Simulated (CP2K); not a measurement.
The system is MoS2.

```
Mo S
1.0
     3.16900    0.00000    0.00000
    -1.58450    2.74443    0.00000
     0.00000    0.00000   12.32400
Mo S
2 4
Direct
  0.66667 0.33333 0.75000
  0.33333 0.66667 0.25000
  0.66667 0.33333 0.37700
  0.33333 0.66667 0.87700
  0.66667 0.33333 0.12300
  0.33333 0.66667 0.62300
```

Base run:

* Program: CP2K 2026.2
* Functional: LDA
* Potentials or basis: POTENTIAL_UZH Mo GTH-PBE-q14, S GTH-PBE-q6; DZVP-MOLOPT-PBE-GTH basis
* Density cutoff: 9184 eV
* k mesh: 10 × 10 × 3
* Occupations: fermi-dirac, width 0.05 eV
* Spin: no spin polarisation

Its results: band gap on the k mesh 0.89 eV, indirect (least direct gap 1.93 eV); pressure -2.1 GPa; largest force 0.020 eV/Å.

**Question.** The run is repeated on the same cell with these changes: functional from LDA to PW91. What comes out?

**Answer.** Band gap on the k mesh 0.96 eV, indirect (least direct gap 1.91 eV); pressure 4.2 GPa; largest force 0.198 eV/Å.

PW91 binds less tightly than LDA, so the same cell stands under more pressure.

Caveats: the potentials were made for another functional, which shifts forces and pressure; the basis of atomic orbitals isn't converged, which shifts pressures, moduli and gaps; this functional lacks dispersion, which binds the layers, so the pressure and a relaxed spacing across them are unreliable (some runs).

A k mesh can miss the band edges.

Not every run made on this cell is shown here.
